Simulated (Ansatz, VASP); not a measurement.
## GaAs in VASP and in Ansatz

The input INCAR:

```
PREC = Accurate
ENCUT = 520
EDIFF = 1E-7
ISMEAR = 0
SIGMA = 0.05
LREAL = False
LASPH = True
NELM = 60
ALGO = Normal
ISIF = 2
LWAVE = False
LCHARG = False
GGA = PE
NBANDS = 16
```

KPOINTS

```
Automatic mesh
0
Gamma
  8 8 8
```

POSCAR

```
GaAs
1.0
    0.0000000000      2.5185638250      3.5612492486
    2.5185638250      0.0000000000      3.5612492486
    2.5185638250      2.5185638250      0.0000000000
Ga As
1 1
Direct
    0.0000000000      0.0000000000      0.0000000000
    0.7500000000      0.7500000000      0.7500000000
```

Input for Ansatz:

```yaml
crystal:
  lattice:
    - [0.0, 2.518563825, 3.5612492486]
    - [2.518563825, 0.0, 3.5612492486]
    - [2.518563825, 2.518563825, 0.0]
  atoms:
    - { symbol: Ga, position: [0.0, 0.0, 0.0] }
    - { symbol: As, position: [0.75, 0.75, 0.75] }
basis:
  ecutwfc: 420
kpoints:
  mp_grid: { grid: [8, 8, 8] }
hamiltonian:
  xc: pbe
scf:
  occupations: { method: gaussian, width: 0.05 }
output:
  forces: true
  stress: true
  eigenvalues: true
```

Alike in both runs: task single point; functional PBE; k mesh 8 × 8 × 8; occupations gaussian, width 0.05 eV; no spin polarisation.

|  | VASP | Ansatz |
| --- | --- | --- |
| version | VASP 6.6.1 | Ansatz 0.2.0 |
| potentials or method | VASP PAW PBE potentials, release 64 (Ga_d, As) | scalar-relativistic, plane waves, PAW |
| plane-wave cutoff (eV) | 520 | 420 |
| valence electrons in the cell | 18 | 28 |

Ansatz gave:

```
gap on the k mesh at the Fermi level (eV)       : none
pressure (GPa)                                  : 2.8
largest component of the traceless stress (GPa) : 12.40
```

**Question.** Estimate VASP's values.

**Answer.** gap on the k mesh at the Fermi level (eV): none; pressure (GPa): 2.9; largest component of the traceless stress (GPa): 12.29.

A gap of «none» marks a metal or a gap that the smearing closes. The two sets of potentials don't hold the same shells in valence.
